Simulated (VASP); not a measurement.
SiC (distorted zincblende): a r²SCAN single-point calculation in VASP

INCAR

```
LWAVE = .FALSE.
LREAL = .FALSE.
ISMEAR = -1
METAGGA = R2SCAN
LASPH = .TRUE.
NSW = 0
NELM = 120
ENCUT = 520
PREC = Accurate
ALGO = Normal
EDIFF = 1E-7
ISIF = 2
NBANDS = 11
LCHARG = .FALSE.
IBRION = -1
SIGMA = 0.02
```

KPOINTS

```
KPOINTS created by Atomic Simulation Environment
0
Gamma
8 8 8
0 0 0
```

POSCAR

```
Si C
 1.0000000000000000
    -0.0342000000000000    2.2200000000000002    2.1560000000000001
     2.1337999999999999   -0.0531000000000000    2.1747999999999998
     2.0994000000000002    2.2044999999999999   -0.0187000000000000
 Si  C
   1   1
Cartesian
  2.1099583400000004  2.2251575099999998  0.0315763300000000
  0.9556268400000001  1.1100796800000001  1.0722372000000000
```

VASP ran with the recommended PBE PAW datasets (8 valence electrons in the cell).

Command

```
mpirun -np 1 vasp_std
```

OSZICAR

```
N       E                     dE             d eps       ncg     rms          rms(c)
DAV:   1    -0.981960429642E+00   -0.98196E+00   -0.40946E+03  5910   0.634E+02
DAV:   2    -0.215624469203E+02   -0.20580E+02   -0.19710E+02  7240   0.114E+02
DAV:   3    -0.221815159630E+02   -0.61907E+00   -0.61784E+00  7003   0.163E+01
DAV:   4    -0.221838161937E+02   -0.23002E-02   -0.23001E-02  6577   0.127E+00
DAV:   5    -0.221838262156E+02   -0.10022E-04   -0.10022E-04  7041   0.788E-02    0.936E+00
DAV:   6    -0.190770679020E+02    0.31068E+01   -0.52237E+00  6389   0.108E+01    0.510E+00
DAV:   7    -0.191039783782E+02   -0.26910E-01   -0.52297E-01  6976   0.422E+00    0.250E+00
DAV:   8    -0.191141156864E+02   -0.10137E-01   -0.21747E-02  6236   0.113E+00    0.176E-01
DAV:   9    -0.191144528500E+02   -0.33716E-03   -0.54926E-04  7643   0.205E-01    0.128E-01
DAV:  10    -0.191145278068E+02   -0.74957E-04   -0.10288E-04  6323   0.828E-02    0.122E-02
DAV:  11    -0.191145294144E+02   -0.16076E-05   -0.67813E-06  7015   0.203E-02    0.587E-03
DAV:  12    -0.191145295865E+02   -0.17218E-06   -0.76447E-07  6618   0.636E-03    0.141E-03
DAV:  13    -0.191145295796E+02    0.69581E-08   -0.56418E-08  3718   0.179E-03
   1 F= -.19114530E+02 E0= -.19114530E+02  d E =-.141746E-10
```

From OUTCAR

```
k-points           NKPTS =    260   k-points in BZ     NKDIM =    260   number of bands    NBANDS=     11

   NELECT =       8.0000    total number of electrons

   dimension x,y,z NGX =    24 NGY =   24 NGZ =   24
   dimension x,y,z NGXF=    48 NGYF=   48 NGZF=   48

  energy-cutoff  :      520.00
  volume of cell :       20.77
      direct lattice vectors                 reciprocal lattice vectors
    -0.034200000  2.220000000  2.156000000    -0.230775607  0.221739940  0.231838965
     2.133800000 -0.053100000  2.174800000     0.230826754 -0.217887850  0.228017301
     2.099400000  2.204500000 -0.018700000     0.237958153  0.225070306 -0.227976767

 k-points in reciprocal lattice and weights: KPOINTS created by Atomic Simulation Env
   0.00000000  0.00000000  0.00000000       0.002
   0.12500000 -0.00000000 -0.00000000       0.004
   0.25000000 -0.00000000 -0.00000000       0.004
   0.37500000 -0.00000000 -0.00000000       0.004
   0.50000000 -0.00000000 -0.00000000       0.002
  -0.00000000  0.12500000  0.00000000       0.004
   0.12500000  0.12500000 -0.00000000       0.004
   0.25000000  0.12500000 -0.00000000       0.004
   ...

 E-fermi :   8.6975

 k-point     1 :       0.0000    0.0000    0.0000
  band No.  band energies     occupation
      1      -8.2360      2.00000
      2       7.2732      2.00000
      3       8.0815      2.00000
      4       8.3277      2.00000
      5      14.3018      0.00000
      6      15.4228      0.00000
      7      15.7444      0.00000
      8      16.6048      0.00000
      9      22.4276      0.00000
     10      23.8023      0.00000
     11      24.8942      0.00000

 k-point     2 :       0.1250   -0.0000   -0.0000
  band No.  band energies     occupation
      1      -7.9248      2.00000
      2       6.0825      2.00000
      3       7.5646      2.00000
      4       8.1220      2.00000
      5      14.6315      0.00000
      6      15.6995      0.00000
      7      16.1403      0.00000
      8      17.1862      0.00000
      9      21.3673      0.00000
     10      22.4488      0.00000
     11      25.1865      0.00000

 k-point     3 :       0.2500   -0.0000   -0.0000
  band No.  band energies     occupation
      1      -7.0175      2.00000
      2       3.2857      2.00000
      3       7.0672      2.00000
      4       7.7157      2.00000
      5      14.2975      0.00000
      6      15.6678      0.00000
      7      17.3088      0.00000
      8      18.1301      0.00000
      9      21.6441      0.00000
     10      21.9009      0.00000
     11      24.2882      0.00000

 k-point     4 :       0.3750   -0.0000   -0.0000
  band No.  band energies     occupation
      1      -5.6535      2.00000
      2       0.5134      2.00000
      3       6.6928      2.00000
      4       7.4028      2.00000
      5      13.8772      0.00000
      6      15.1189      0.00000
      7      17.2285      0.00000
      8      18.7881      0.00000
      9      23.4178      0.00000
     10      23.9464      0.00000
     11      24.9521      0.00000

 k-point     5 :       0.5000   -0.0000   -0.0000
  band No.  band energies     occupation
      1      -4.6645      2.00000
      2      -0.9755      2.00000
      3       6.5550      2.00000
      4       7.2927      2.00000
      5      13.7187      0.00000
      6      14.8422      0.00000
      7      17.0087      0.00000
      8      18.8931      0.00000
      9      24.8929      0.00000
     10      25.7859      0.00000
     11      26.8155      0.00000

 k-point     6 :      -0.0000    0.1250    0.0000
  band No.  band energies     occupation
      1      -7.9369      2.00000
      2       6.5551      2.00000
      3       7.1075      2.00000
      4       7.9587      2.00000
      5      15.1370      0.00000
      6      15.8198      0.00000
      7      15.9868      0.00000
      8      16.7822      0.00000
      9      21.7384      0.00000
     10      22.6215      0.00000
     11      24.7577      0.00000

 k-point     7 :       0.1250    0.1250   -0.0000
  band No.  band energies     occupation
      1      -7.8153      2.00000
      2       6.4021      2.00000
      3       7.2423      2.00000
      4       7.4347      2.00000
      5      14.5132      0.00000
      6      15.5736      0.00000
      7      16.4864      0.00000
      8      17.5785      0.00000
      9      20.2112      0.00000
     10      23.3744      0.00000
     11      26.0401      0.00000

 k-point     8 :       0.2500    0.1250   -0.0000
  band No.  band energies     occupation
      1      -7.0881      2.00000
      2       4.1577      2.00000
      3       6.5529      2.00000
      4       7.3800      2.00000
      5      14.1207      0.00000
      6      15.4292      0.00000
      7      17.1050      0.00000
      8      18.3548      0.00000
      9      20.3532      0.00000
     10      23.2662      0.00000
     11      26.2348      0.00000

 k-point     9 :       0.3750    0.1250   -0.0000
  band No.  band energies     occupation
      1      -5.8447      2.00000
      2       1.4373      2.00000
      3       6.1881      2.00000
      4       6.7865      2.00000
      5      13.7533      0.00000
      6      15.6972      0.00000
      7      17.4497      0.00000
      8      18.2573      0.00000
      9      21.8381      0.00000
     10      24.8044      0.00000
     11      26.3108      0.00000

 k-point    10 :       0.5000    0.1250   -0.0000
  band No.  band energies     occupation
      1      -4.5652      2.00000
      2      -0.5739      2.00000
      3       6.0601      2.00000
      4       6.2517      2.00000
      5      13.6324      0.00000
      6      15.5435      0.00000
      7      17.4268      0.00000
      8      19.3311      0.00000
      9      22.9433      0.00000
     10      26.0181      0.00000
     11      27.1003      0.00000

 k-point    11 :      -0.3750    0.1250    0.0000
  band No.  band energies     occupation
      1      -4.9946      2.00000
      2       0.0627      2.00000
      3       5.7066      2.00000
      4       6.5401      2.00000
      5      14.0248      0.00000
      6      15.6099      0.00000
      7      17.3677      0.00000
      8      19.4769      0.00000
      9      23.2828      0.00000
     10      24.4312      0.00000
     11      26.8311      0.00000

 k-point    12 :      -0.2500    0.1250    0.0000
  band No.  band energies     occupation
      1      -6.3845      2.00000
      2       2.5527      2.00000
      3       5.7289      2.00000
      4       7.0853      2.00000
      5      14.7592      0.00000
      6      15.9949      0.00000
      7      17.6155      0.00000
      8      18.0923      0.00000
      9      20.9721      0.00000
     10      23.8406      0.00000
     11      26.2037      0.00000

 k-point    13 :      -0.1250    0.1250    0.0000
  band No.  band energies     occupation
      1      -7.4436      2.00000
      2       5.1636      2.00000
      3       6.2844      2.00000
      4       7.6148      2.00000
      5      15.4065      0.00000
      6      16.0111      0.00000
      7      16.5920      0.00000
      8      17.3640      0.00000
      9      20.6265      0.00000
     10      22.6505      0.00000
     11      26.7162      0.00000

 k-point    14 :      -0.0000    0.2500    0.0000
  band No.  band energies     occupation
      1      -7.0710      2.00000
      2       3.5562      2.00000
      3       6.6918      2.00000
      4       7.6679      2.00000
      5      14.7059      0.00000
      6      16.1468      0.00000
      7      16.6554      0.00000
      8      17.9199      0.00000
      9      22.0702      0.00000
     10      22.4406      0.00000
     11      23.9886      0.00000

 k-point    15 :       0.1250    0.2500   -0.0000
  band No.  band energies     occupation
      1      -7.1260      2.00000
      2       4.5649      2.00000
      3       6.2741      2.00000
      4       7.0562      2.00000
      5      14.3146      0.00000
      6      16.0471      0.00000
      7      16.7728      0.00000
      8      18.0621      0.00000
      9      20.4847      0.00000
     10      23.9285      0.00000
     11      25.8231      0.00000

 k-point    16 :       0.2500    0.2500   -0.0000
  band No.  band energies     occupation
      1      -6.5861      2.00000
      2       4.3002      2.00000
      3       5.8671      2.00000
      4       6.0301      2.00000
      5      12.4753      0.00000
      6      14.6618      0.00000
      7      18.6668      0.00000
      8      19.7467      0.00000
      9      20.4734      0.00000
     10      24.8086      0.00000
     11      28.6233      0.00000

 ...

  Total        0.8436762     -0.5711765      0.4586094      1.5986945      1.4469700      0.5026963
  in kB       65.0783892    -44.0586651     35.3756127    123.3180071    111.6144775     38.7763293
  external PRESSURE =      18.7984456 kB  Pullay stress =       0.0000000 kB

 POSITION                                       TOTAL-FORCE (eV/Angst)
 -----------------------------------------------------------------------------------
      2.10996      2.22516      0.03158        -2.178823     -0.771060     -1.419647
      0.95563      1.11008      1.07224         2.178823      0.771060      1.419647
 -----------------------------------------------------------------------------------
    total drift:                                0.000069     -0.000180     -0.000094

  FREE ENERGIE OF THE ION-ELECTRON SYSTEM (eV)
  ---------------------------------------------------
  free  energy   TOTEN  =       -19.1145295796 eV

  energy  without entropy=      -19.1145295796  energy(sigma->0) =      -19.11452958
```

| Item | Value |
| --- | --- |
| gap between bands v and c on the k mesh | 1.16 eV |
| least direct gap on the k mesh | 4.89 eV |
| pressure | 1.9 GPa |
| largest force | 2.71 eV/Å |

Band v is the last that the valence electrons fill when counted band by band, and c is the next.

The run took about 2.8 min on one core of a shared host (Intel Xeon Platinum 8488C) and held 0.18 GiB at most.
